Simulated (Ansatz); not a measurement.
# A defect in a wire: armchair graphene nanoribbon (N = 5, H edges), vacancy of one C, part 3 of 5

Aim: how much does this defect scatter, and at which energies?

Ansatz 0.2.0; DFT PBE, plane waves, PAW; relaxation of a wire's period (the session's first sound run).

So far. Step 2 (The relaxed wire): The cell's length comes to 4.312 Å with spin left out. Step 3 (The wire at its relaxed period): At the computed energy nearest the Fermi level there are 0 channels a spin, and the thermal average gives 7.9e-4 G₀; the gap is 0.41 eV.

## (4) Relaxing the junction

This step: DFT PBE, plane waves, PAW; relaxation of a junction in a wire, ends held (Ansatz 0.2.0).

System of this step: armchair graphene nanoribbon (N = 5, H edges), vacancy of one C. The cell holds 97 atoms: 69 C and 28 H. Its edges and angles: a = 13.772 Å, b = 7.000 Å, c = 30.187 Å, α = 90.0°, β = 90.0°, γ = 90.0°. Regions: held atoms, 56 atoms (40 C and 16 H); free atoms, 41 atoms (29 C and 12 H). Vacuum lies along a and b. The structure's axis is c.

41 atoms at the defect are free to relax, while 56 stay where the perfect wire has them, so that the ends still repeat as a lead. The cutoff is set under the files' recommended one to save time.

The input, input.yaml:

```yaml
crystal:
  lattice:
    - [13.772, 0.0, 0.0]
    - [0.0, 7.0, 0.0]
    - [0.0, 0.0, 30.1872827399]
  atoms:
    - { symbol: C, position: [0.322995708, 0.5, 0.001103384] }
    - { symbol: C, position: [0.500011569, 0.5, 0.999964221] }
    - { symbol: C, position: [0.67702743, 0.5, 0.001103384] }
    - { symbol: C, position: [0.322995708, 0.5, 0.046515664] }
    - { symbol: C, position: [0.500011569, 0.5, 0.047654827] }
    - { symbol: C, position: [0.67702743, 0.5, 0.046515664] }
    - { symbol: H, position: [0.253305375, 0.5, 0.063485734] }
    - { symbol: H, position: [0.746717763, 0.5, 0.063485734] }
    - { symbol: C, position: [0.410350961, 0.5, 0.071448291] }
    - { symbol: C, position: [0.589672177, 0.5, 0.071448291] }
    - { symbol: C, position: [0.410350961, 0.5, 0.119027899] }
    - { symbol: C, position: [0.589672177, 0.5, 0.119027899] }
    - { symbol: H, position: [0.253305375, 0.5, 0.126990456] }
    - { symbol: H, position: [0.746717763, 0.5, 0.126990456] }
    - { symbol: C, position: [0.322995708, 0.5, 0.143960527] }
    - { symbol: C, position: [0.500011569, 0.5, 0.142821364] }
    - { symbol: C, position: [0.67702743, 0.5, 0.143960527] }
    - { symbol: C, position: [0.322995708, 0.5, 0.189372807] }
    - { symbol: C, position: [0.500011569, 0.5, 0.190511969] }
    - { symbol: C, position: [0.67702743, 0.5, 0.189372807] }
    - { symbol: H, position: [0.253305375, 0.5, 0.206342877] }
    - { symbol: H, position: [0.746717763, 0.5, 0.206342877] }
    - { symbol: C, position: [0.410350961, 0.5, 0.214305434] }
    - { symbol: C, position: [0.589672177, 0.5, 0.214305434] }
    - { symbol: C, position: [0.410350961, 0.5, 0.261885042] }
    - { symbol: C, position: [0.589672177, 0.5, 0.261885042] }
    - { symbol: H, position: [0.253305375, 0.5, 0.269847599] }
    - { symbol: H, position: [0.746717763, 0.5, 0.269847599] }
    - { symbol: C, position: [0.322995708, 0.5, 0.286817669] }
    - { symbol: C, position: [0.500011569, 0.5, 0.285678507] }
[... 61 atom lines left out ...]
    - { symbol: C, position: [0.410350961, 0.5, 0.928591148] }
    - { symbol: C, position: [0.589672177, 0.5, 0.928591148] }
    - { symbol: C, position: [0.410350961, 0.5, 0.976170756] }
    - { symbol: C, position: [0.589672177, 0.5, 0.976170756] }
    - { symbol: H, position: [0.253305375, 0.5, 0.984133313] }
    - { symbol: H, position: [0.746717763, 0.5, 0.984133313] }
magnetization:
  spin_polarized: true
kpoints:
  mp_grid: { grid: [1, 1, 1] }
scf:
  occupations: { method: fermi_dirac, width: 0.1 }
hamiltonian:
  xc: pbe
relax:
  constraints:
    - { sites: [0, 1, 2, 3, 4, 5, 6, 7, 8, 9, 10, 11, 12, 13, 14, 15, 16, 17, 18, 19, 20, 21, 22, 23, 24, 25, 26, 27, 69, 70, 71, 72, 73, 74, 75, 76, 77, 78, 79, 80, 81, 82, 83, 84, 85, 86, 87, 88, 89, 90, 91, 92, 93, 94, 95, 96] }
  f_tol: 0.06
  max_steps: 35
basis:
  ecutwfc: "350 eV"
```

Started as:

```bash
$ ansatz run input.yaml --threads 4 --pin off --max-ram 16384MiB --backend cpu --events-out ev --progress --plain --runs-dir out
```

Numbers of over 12 decimals in the logs are rounded to 6 here.

The program printed:

```text
[...]
Crystal: 97 atoms, lattice volume = 2910.175 Å³
Basis set: ecut = 350 eV, 43279 PW (Γ), exchange–correlation on 180×90×384 points (8 copies of the dense FFT grid, shifted against one another)
Bands: 250, of which v1, the nominal top of the filled ones, is band 152 counted from 1 (151 counted from 0)
Symmetry: 1 space group operations
[...]
k-points: 1
[...]
Starting moments: Σ|m| = 0.6 μB on 1 of 97 sites
[...]
SCF iter   1: F=—  HF=-17801.864691 eV  |F-HF|=—  |Δ(HF+E_count)|=         —  Δρ=3.44e-2 (↑3.43e-2 ↓3.44e-2)  dr2=1.48e2  dr2_m=5.28e-2  M=0.229 μB ∫|m|=0.405 μB  β_m=0.30  ethr=3.10e-3  ⟨swp⟩=6.0  Hψ=2226  notcnv=0  defer=133
[...]
spin=Collinear: LDOS preconditioning applied to the charge; magnetization (m = ρ↑ − ρ↓) channel mixes plain (no charge-response kernel on spin).
SCF iter   2: F=—  HF=-17764.050739 eV  |F-HF|=—  |Δ(HF+E_count)|=    3.78e1  Δρ=2.10e-2 (↑2.10e-2 ↓2.10e-2)  dr2=5.05e1  dr2_m=2.41e-2  M=0.242 μB ∫|m|=0.360 μB  β_m=0.30  ethr=3.10e-3  ⟨swp⟩=3.0  Hψ=946  notcnv=0  defer=156
[...]
spin=Collinear: Resta preconditioning applied to the charge; magnetization (m = ρ↑ − ρ↓) channel mixes plain (no charge-response kernel on spin).
SCF iter   3: F=—  HF=-17747.012777 eV  |F-HF|=—  |Δ(HF+E_count)|=    1.70e1  Δρ=6.70e-3 (↑6.70e-3 ↓5.89e-3)  dr2=4.08e0  dr2_m=5.74e-2  M=0.648 μB ∫|m|=0.717 μB  β_m=1.00  ethr=3.10e-3  ⟨swp⟩=6.0  Hψ=1436  notcnv=0  defer=153
[...]
SCF iter   9: F=—  HF=-17746.538345 eV  |F-HF|=—  |Δ(HF+E_count)|=   7.13e-3  Δρ=2.77e-4 (↑2.77e-4 ↓2.31e-4)  dr2=3.96e-3  dr2_m=8.77e-4  M=0.785 μB ∫|m|=1.039 μB  β_m=0.30  ethr=7.43e-6  ⟨swp⟩=2.0  Hψ=519  notcnv=0  defer=154
[...]
spin-set hold released at iteration 9 (site moments contracting): the magnetisation degrees of freedom join the quasi-Newton model from the next iteration; the mixer history was flushed
SCF iter  10: F=—  HF=-17746.540617 eV  |F-HF|=—  |Δ(HF+E_count)|=   2.27e-3  Δρ=4.29e-4 (↑4.29e-4 ↓1.84e-4)  dr2=2.25e-2  dr2_m=1.65e-3  M=0.822 μB ∫|m|=1.082 μB  β_m=0.30  ethr=1.30e-6  ⟨swp⟩=2.0  Hψ=475  notcnv=0  defer=154
[...]
SCF iter  26: F=-17746.546530 eV  HF=-17746.546536 eV  |F-HF|=6.24e-6  |Δ(HF+E_count)|=   4.07e-6  Δρ=6.46e-6 (↑6.13e-6 ↓6.46e-6)  dr2=7.50e-6  dr2_m=5.35e-7  M=0.971 μB ∫|m|=1.553 μB  ethr=3.82e-10  ⟨swp⟩=3.0  Hψ=886  notcnv=0
SCF 1 converged in 26 iterations: F = -17746.546530 eV  dr2 = 7.50e-6
[...]
relax step   1: F+E_penalty+E_count = -17746.54652997 eV  Δ(F+E_penalty+E_count) = +0.000e0 eV  max|allowed force component| = 2.238e0 eV/Å  Δτ_max = 0.0000 Å  (26 SCF iters, dr2 threshold 9.00e-5 eV, accepted)
[...]
Starting moments: Σ|m| = 0.6 μB on 1 of 97 sites; this step starts from the density that it was given
[...]
SCF iter  12: F=-17747.107726 eV  HF=-17747.107726 eV  |F-HF|=4.16e-7  |Δ(HF+E_count)|=   6.25e-7  Δρ=6.09e-6 (↑6.09e-6 ↓4.28e-6)  dr2=1.50e-6  dr2_m=4.97e-7  M=1.256 μB ∫|m|=1.828 μB  ethr=2.63e-9  ⟨swp⟩=1.0  Hψ=1160  notcnv=0
SCF 2 converged in 12 iterations: F = -17747.107726 eV  dr2 = 1.50e-6
[...]
relax step   2: F+E_penalty+E_count = -17747.10772563 eV  Δ(F+E_penalty+E_count) = -5.612e-1 eV  max|allowed force component| = 1.602e0 eV/Å  Δτ_max = 0.1248 Å  (12 SCF iters, dr2 threshold 1.00e-4 eV, accepted)
[...]
SCF iter   9: F=-17747.761308 eV  HF=-17747.761312 eV  |F-HF|=4.53e-6  |Δ(HF+E_count)|=   3.95e-5  Δρ=1.92e-5 (↑1.92e-5 ↓1.91e-5)  dr2=2.24e-5  dr2_m=6.89e-6  M=1.337 μB ∫|m|=1.732 μB  ethr=3.29e-8  ⟨swp⟩=2.0  Hψ=1421  notcnv=0
SCF 3 converged in 9 iterations: F = -17747.761308 eV  dr2 = 2.24e-5
[...]
relax step   3: F+E_penalty+E_count = -17747.76130781 eV  Δ(F+E_penalty+E_count) = -6.536e-1 eV  max|allowed force component| = 2.216e0 eV/Å  Δτ_max = 0.1952 Å  (9 SCF iters, dr2 threshold 1.00e-4 eV, accepted)
[... from here on, the SCF cycles and remarks between the steps are left out ...]
relax step   4: F+E_penalty+E_count = -17748.57743597 eV  Δ(F+E_penalty+E_count) = -8.161e-1 eV  max|allowed force component| = 3.091e0 eV/Å  Δτ_max = 0.1959 Å  (9 SCF iters, dr2 threshold 1.00e-4 eV, accepted)
relax step   5: F+E_penalty+E_count = -17748.72591993 eV  Δ(F+E_penalty+E_count) = -1.485e-1 eV  max|allowed force component| = 4.874e0 eV/Å  Δτ_max = 0.1944 Å  (9 SCF iters, dr2 threshold 1.00e-4 eV, accepted)
relax step   6: F+E_penalty+E_count = -17749.12905017 eV  Δ(F+E_penalty+E_count) = -4.031e-1 eV  max|allowed force component| = 1.036e0 eV/Å  Δτ_max = 0.2000 Å  (8 SCF iters, dr2 threshold 1.00e-4 eV, accepted)
relax step   7: F+E_penalty+E_count = -17749.25684447 eV  Δ(F+E_penalty+E_count) = -1.278e-1 eV  max|allowed force component| = 2.630e-1 eV/Å  Δτ_max = 0.2000 Å  (7 SCF iters, dr2 threshold 6.71e-5 eV, accepted)
relax step   8: F+E_penalty+E_count = -17749.31746266 eV  Δ(F+E_penalty+E_count) = -6.062e-2 eV  max|allowed force component| = 2.557e-1 eV/Å  Δτ_max = 0.1957 Å  (8 SCF iters, dr2 threshold 4.32e-6 eV, accepted)
relax step   9: F+E_penalty+E_count = -17749.37024196 eV  Δ(F+E_penalty+E_count) = -5.278e-2 eV  max|allowed force component| = 1.872e-1 eV/Å  Δτ_max = 0.1932 Å  (9 SCF iters, dr2 threshold 4.21e-6 eV, accepted)
relax step  10: F+E_penalty+E_count = -17749.40325339 eV  Δ(F+E_penalty+E_count) = -3.301e-2 eV  max|allowed force component| = 2.062e-1 eV/Å  Δτ_max = 0.1956 Å  (9 SCF iters, dr2 threshold 1.88e-5 eV, accepted)
relax step  11: F+E_penalty+E_count = -17749.41971704 eV  Δ(F+E_penalty+E_count) = -1.646e-2 eV  max|allowed force component| = 8.470e-2 eV/Å  Δτ_max = 0.1355 Å  (8 SCF iters, dr2 threshold 2.28e-5 eV, accepted)
relax step  12: F+E_penalty+E_count = -17749.42435289 eV  Δ(F+E_penalty+E_count) = -4.636e-3 eV  max|allowed force component| = 2.895e-2 eV/Å  Δτ_max = 0.0732 Å  (11 SCF iters, accepted)
relax step  13: F+E_penalty+E_count = -17749.42997357 eV  Δ(F+E_penalty+E_count) = -5.621e-3 eV  max|allowed force component| = 7.814e-2 eV/Å  Δτ_max = 0.1147 Å  (12 SCF iters, accepted)
relax step  14: F+E_penalty+E_count = -17749.43587836 eV  Δ(F+E_penalty+E_count) = -5.905e-3 eV  max|allowed force component| = 1.126e-1 eV/Å  Δτ_max = 0.1949 Å  (14 SCF iters, accepted)
[...]
atom  10  C      0.03658428    -0.00002269    -0.13963496
  atom  11  C     -0.07937778    -0.00025225     0.14205143
  atom  12  C      0.07936578    -0.00025655     0.14205225
  atom  13  H     -0.03251334     0.00089377    -0.02102644
  atom  14  H      0.03251286     0.00088755    -0.02103034
  atom  15  C      0.07834144    -0.00268078    -0.21405511
  atom  16  C     -0.00002382    -0.01972059     0.05396428
  atom  17  C     -0.07829918    -0.00269007    -0.21404371
  atom  18  C      0.21827129     0.00130336     0.18711124
  atom  19  C     -0.00002497     0.02196602    -0.01442247
  atom  20  C     -0.21827891     0.00129462     0.18709369
  atom  21  H     -0.03589795    -0.00276257     0.02879806
  atom  22  H      0.03589207    -0.00271833     0.02880683
  atom  23  C     -0.34000029     0.21338361    -0.33106343
  atom  24  C      0.34015583     0.21240155    -0.33101949
  atom  25  C     -0.93034262    -0.17272949    -0.39687017
  atom  26  C      0.93006498    -0.16890453    -0.39820349
  atom  27  H      0.39097089    -0.06464004     0.46333525
  atom  28  H     -0.39009681    -0.06171148     0.46213741
  atom  29  C     -0.00134809     0.00241757     0.00836319
  atom  30  C      0.00150245    -0.00099796     0.01129572
  atom  31  C      0.00063503    -0.00115043     0.00751754
  atom  32  C     -0.00682739    -0.00303943    -0.00459291
  atom  33  C     -0.00122171     0.00534283     0.00385799
  atom  34  C      0.00666395    -0.00362409    -0.00744054
  atom  35  H      0.00579530     0.00132650    -0.00207188
  atom  36  H     -0.00715757     0.00060523     0.00065871
  atom  37  C      0.00464761    -0.00234938     0.01465112
  atom  38  C     -0.00465965    -0.00184320     0.01115676
  atom  39  C      0.00065548     0.00171092    -0.02025422
  atom  40  C      0.00535916     0.00674290    -0.01981820
[...]
atom  86  C     -0.02988026    -0.00074952    -0.05849387
  atom  87  C      0.05705256     0.00001709     0.06117498
  atom  88  C     -0.00001972     0.00014286    -0.00450382
  atom  89  C     -0.05704237     0.00001057     0.06114572
  atom  90  H     -0.03178952     0.00021457     0.01717057
  atom  91  H      0.03179063     0.00020974     0.01717053
  atom  92  C     -0.00807460    -0.00023940    -0.06926243
  atom  93  C      0.00807118    -0.00024163    -0.06922581
  atom  94  C     -0.03380449     0.00005455     0.06814341
  atom  95  C      0.03378916     0.00005650     0.06811481
  atom  96  H     -0.03165756     0.00006771    -0.01650357
  atom  97  H      0.03165708     0.00006868    -0.01650286
  max |Σ_I F_I| component: 1.68e-5 eV/Å
--- Relaxed structure (16 steps of the walk, 16 accepted, 0 SCFs on fresh bases) ---
  F+E_penalty+E_count = -17749.44049145 eV   max|allowed force component| = 3.812e-2 eV/Å
  atoms:
    - { symbol: C, position: [0.322996, 0.500000, 0.001103384] }
    - { symbol: C, position: [0.500012, 0.500000, 0.999964] }
    - { symbol: C, position: [0.677027, 0.500000, 0.001103384] }
    - { symbol: C, position: [0.322996, 0.500000, 0.046515664] }
    - { symbol: C, position: [0.500012, 0.500000, 0.047654827] }
    - { symbol: C, position: [0.677027, 0.500000, 0.046515664] }
    - { symbol: H, position: [0.253305375, 0.500000, 0.063485734] }
    - { symbol: H, position: [0.746718, 0.500000, 0.063485734] }
    - { symbol: C, position: [0.410351, 0.500000, 0.071448291] }
    - { symbol: C, position: [0.589672, 0.500000, 0.071448291] }
    - { symbol: C, position: [0.410351, 0.500000, 0.119027899] }
    - { symbol: C, position: [0.589672, 0.500000, 0.119027899] }
    - { symbol: H, position: [0.253305375, 0.500000, 0.126990456] }
    - { symbol: H, position: [0.746718, 0.500000, 0.126990456] }
    - { symbol: C, position: [0.322996, 0.500000, 0.143960527] }
    - { symbol: C, position: [0.500012, 0.500000, 0.142821364] }
    - { symbol: C, position: [0.677027, 0.500000, 0.143960527] }
    - { symbol: C, position: [0.322996, 0.500000, 0.189372807] }
    - { symbol: C, position: [0.500012, 0.500000, 0.190511969] }
    - { symbol: C, position: [0.677027, 0.500000, 0.189372807] }
    - { symbol: H, position: [0.253305375, 0.500000, 0.206342877] }
    - { symbol: H, position: [0.746718, 0.500000, 0.206342877] }
    - { symbol: C, position: [0.410351, 0.500000, 0.214305434] }
    - { symbol: C, position: [0.589672, 0.500000, 0.214305434] }
    - { symbol: C, position: [0.410351, 0.500000, 0.261885042] }
    - { symbol: C, position: [0.589672, 0.500000, 0.261885042] }
    - { symbol: H, position: [0.253305375, 0.500000, 0.269847599] }
    - { symbol: H, position: [0.746718, 0.500000, 0.269847599] }
    - { symbol: C, position: [0.323602, 0.489967, 0.287411] }
    - { symbol: C, position: [0.500012, 0.494770, 0.284118] }
    - { symbol: C, position: [0.676421, 0.490088, 0.287412] }
    - { symbol: C, position: [0.325944, 0.462817, 0.333329] }
    - { symbol: C, position: [0.500023, 0.469556, 0.329603] }
    - { symbol: C, position: [0.674099, 0.463038, 0.333332] }
    - { symbol: H, position: [0.257426, 0.453666, 0.351423] }
    - { symbol: H, position: [0.742649, 0.454013, 0.351404] }
    - { symbol: C, position: [0.416087, 0.445641, 0.355245] }
    - { symbol: C, position: [0.583962, 0.445765, 0.355251] }
    - { symbol: C, position: [0.446549, 0.405767, 0.400864] }
    - { symbol: C, position: [0.553504, 0.405837, 0.400867] }
    - { symbol: H, position: [0.303534, 0.303259, 0.409909] }
    - { symbol: H, position: [0.696671, 0.304096, 0.409877] }
    - { symbol: C, position: [0.363637, 0.363673, 0.429060] }
    - { symbol: C, position: [0.636484, 0.364053, 0.429052] }
    - { symbol: C, position: [0.341221, 0.400932, 0.472434] }
    - { symbol: C, position: [0.500044, 0.521151, 0.482167] }
    - { symbol: C, position: [0.658918, 0.401397, 0.472418] }
    - { symbol: H, position: [0.270434, 0.356527, 0.485055] }
    - { symbol: H, position: [0.729765, 0.357203, 0.484999] }
    - { symbol: C, position: [0.412049, 0.483375, 0.501304] }
    - { symbol: C, position: [0.588052, 0.483609, 0.501317] }
    - { symbol: C, position: [0.409506, 0.491821, 0.548830] }
    - { symbol: C, position: [0.590587, 0.491814, 0.548836] }
    - { symbol: H, position: [0.253019, 0.479925, 0.555206] }
    - { symbol: H, position: [0.747064, 0.479502, 0.555225] }
    - { symbol: C, position: [0.321866, 0.485952, 0.573061] }
[...]
- { symbol: H, position: [0.252721, 0.490110, 0.635758] }
    - { symbol: H, position: [0.747306, 0.489384, 0.635786] }
[...]
- { symbol: H, position: [0.253253, 0.500461, 0.698421] }
    - { symbol: H, position: [0.746779, 0.500513, 0.698430] }
[...]
- { symbol: H, position: [0.253305375, 0.500000, 0.777771] }
    - { symbol: H, position: [0.746718, 0.500000, 0.777771] }
[...]
- { symbol: C, position: [0.410351, 0.500000, 0.833314] }
    - { symbol: C, position: [0.589672, 0.500000, 0.833314] }
    - { symbol: H, position: [0.253305375, 0.500000, 0.841276171] }
    - { symbol: H, position: [0.746718, 0.500000, 0.841276171] }
    - { symbol: C, position: [0.322996, 0.500000, 0.858246] }
    - { symbol: C, position: [0.500012, 0.500000, 0.857107078] }
    - { symbol: C, position: [0.677027, 0.500000, 0.858246] }
    - { symbol: C, position: [0.322996, 0.500000, 0.903658521] }
    - { symbol: C, position: [0.500012, 0.500000, 0.904798] }
    - { symbol: C, position: [0.677027, 0.500000, 0.903658521] }
    - { symbol: H, position: [0.253305375, 0.500000, 0.920629] }
    - { symbol: H, position: [0.746718, 0.500000, 0.920629] }
    - { symbol: C, position: [0.410351, 0.500000, 0.928591148] }
    - { symbol: C, position: [0.589672, 0.500000, 0.928591148] }
    - { symbol: C, position: [0.410351, 0.500000, 0.976170756] }
    - { symbol: C, position: [0.589672, 0.500000, 0.976170756] }
    - { symbol: H, position: [0.253305375, 0.500000, 0.984133313] }
    - { symbol: H, position: [0.746718, 0.500000, 0.984133313] }
[key lines of the parts left out:]
SCF converged after 12 iterations
Magnetization: 0.8690 μB (152.4345 up, 151.5655 down)
Free energy (F): -17749.440491 eV
Fermi energy:    -1.439448 eV
```

Elapsed: 6.6 min, on 4 threads of Arm Neoverse V2, shared host; peak memory 3.2 GiB.

The steps of the relaxation:

```tsv
step	energy less that of the first step (eV)	largest force component (eV/Å)
1	0.0000	2.2380
2	-0.5612	1.6019
3	-1.2148	2.2161
4	-2.0309	3.0909
5	-2.1794	4.8735
6	-2.5825	1.0365
7	-2.7103	0.2630
8	-2.7709	0.2557
9	-2.8237	0.1872
10	-2.8567	0.2062
11	-2.8732	0.0847
12	-2.8778	0.0289
13	-2.8834	0.0781
14	-2.8893	0.1126
15	-2.8923	0.0742
16	-2.8940	0.0381
```

The atoms that moved most (Å):

```tsv
atom	dx	dy	dz	length
H41	0.692	-1.377	-0.084	1.543
H42	-0.689	-1.371	-0.085	1.537
C43	0.560	-0.954	-0.019	1.106
C44	-0.558	-0.952	-0.019	1.104
H48	0.236	-1.004	-0.211	1.053
H49	-0.233	-1.000	-0.213	1.048
C39	0.499	-0.660	-0.117	0.835
C40	-0.498	-0.659	-0.117	0.834
```

Numbers from this step:

* energy at zero smearing: -17749.3343 eV
* total moment: 0.8690 μB
* absolute moment: 1.034 μB

Site moment by element, in μB:

```tsv
element	atoms	mean	spread (r.m.s.)	least	largest
C	69	0.005	0.030	-0.002	0.254
H	28	0.000	0.000	0.000	0.000
```

The atoms farthest from the mean of their element:

```tsv
atom	x, y, z (Å)	site moment (μB)
C46	6.89, 3.65, 14.56	0.254
C52	5.64, 3.44, 16.57	0.019
C53	8.13, 3.44, 16.57	0.019
C57	6.89, 3.51, 17.27	-0.002
C39	6.15, 2.84, 12.10	0.011
C40	7.62, 2.84, 12.10	0.011
C43	5.01, 2.55, 12.95	-0.001
C44	8.77, 2.55, 12.95	-0.001
```

The largest force component on a free atom ends at 0.038 eV/Å, under the limit of 0.06.  6 atoms of the wire itself, hydrogen apart, moved by over 0.45 Å, up to 1.11 Å.

[end of part 3 of 5]

[Logs are printed without paths, hosts, clocks, repeated set-up lines and the standing remarks that a program may print on its own settings, such as how far it seeks lower states.]

[Hosts, paths, dates, database ids (printed as entryN), source tags and the programs' standing remarks are cut or masked in the printed files.]
